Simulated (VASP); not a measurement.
Set up this calculation in VASP 6.6.1, as the native input.

```yaml
Task: single point
Functional: PBEsol
Potentials_or_basis: VASP PAW PBE potentials, release 64 (Ag)
Cutoff: 520 eV
k_mesh: 18 × 18 × 10
Occupations: gaussian, width 0.1 eV
Spin: no spin polarisation
Dipole_correction: no
Further_INCAR_settings: ALGO = Fast; EDIFF = 1e-06; NBANDS = 18
```

The structure of Ag lies in POSCAR:

```
Ag
1.0
    2.8669740859      0.0000000000      0.0000000000
   -1.4334870430      2.4828723903      0.0000000000
    0.0000000000      0.0000000000      4.6909793790
Ag
2
Direct
    0.3333333333      0.6666666667      0.2500000000
    0.6666666667      0.3333333333      0.7500000000
```

This isn't the form of Ag at room conditions, which is fcc.

The cell isn't the ideal one: relaxed again under DFT PBEsol, scalar-relativistic, plane waves, PAW.

These files were run (other wordings do the same):

INCAR

```
SYSTEM = Ag
PREC = Accurate ; ENCUT = 520
EDIFF = 1E-6 ; ISMEAR = 0
SIGMA = 0.1 ; LREAL = .False.
LASPH = .True. ; NELM = 100
ALGO = Fast ; ISIF = 2
LWAVE = .False. ; LCHARG = .False.
GGA = PS ; NBANDS = 18
```

KPOINTS

```
regular mesh
0
Gamma
  18 18 10
  0 0 0
```

Potentials or basis: VASP PAW PBE potentials, release 64 (Ag).

The run is started by

```sh
$ cat potpaw_PBE.64/Ag/POTCAR > POTCAR
$ mpirun -np 1 vasp_std > vasp.out
```

It gave:

* Pressure: -0.3 GPa
* Band gap on the k mesh: none (metal or under the smearing width)

Caveat: the PAW data sets were made with another functional, which shifts forces and pressure a little.

It took 47 s on 1 thread of Intel(R) Xeon(R) 6975P-C (Granite Rapids), with other jobs on the host, peak memory 0.23 GiB.
